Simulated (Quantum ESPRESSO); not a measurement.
A run of Quantum ESPRESSO 7.5 is set up as follows.

pw.in

```
&CONTROL
  calculation = 'scf'
  prefix = 'pwscf'
  outdir = './tmp'
  pseudo_dir = './pseudo'
  tprnfor = .true.
  tstress = .true.
  disk_io = 'nowf'
/
&SYSTEM
  ibrav = 0
  nat = 1
  ntyp = 1
  ecutwfc = 55
  ecutrho = 440
  nbnd = 10
  occupations = 'smearing'
  smearing = 'fd'
  degauss = 0.00367493
/
&ELECTRONS
  conv_thr = 2d-10
  electron_maxstep = 120
  mixing_beta = 0.5
/
ATOMIC_SPECIES
Ca    40.0780 Ca_pbe_v1.uspp.F.UPF
CELL_PARAMETERS angstrom
  -2.2038050000    2.1629010000    2.1603480000
   2.2123740000   -2.2110480000    2.2172980000
   2.2268780000    2.2341210000   -2.2086940000
ATOMIC_POSITIONS crystal
Ca     0.5065310000    0.4948170000   -0.0060770000
K_POINTS automatic
9 9 9 0 0 0
```

Potentials or basis: SSSP 1.3 efficiency PBE.

Launch:

```bash
$ OMP_NUM_THREADS=1 pw.x -in pw.in > pw.out
```

Estimate the pressure.

-0.2 GPa.

What does it give for the band gap on the k mesh?

None (metal or under the smearing width).

Stress tensor (GPa, compression positive):
```
-0.18 -0.12 -0.06
-0.12 -0.22  0.21
-0.06  0.21 -0.21
```
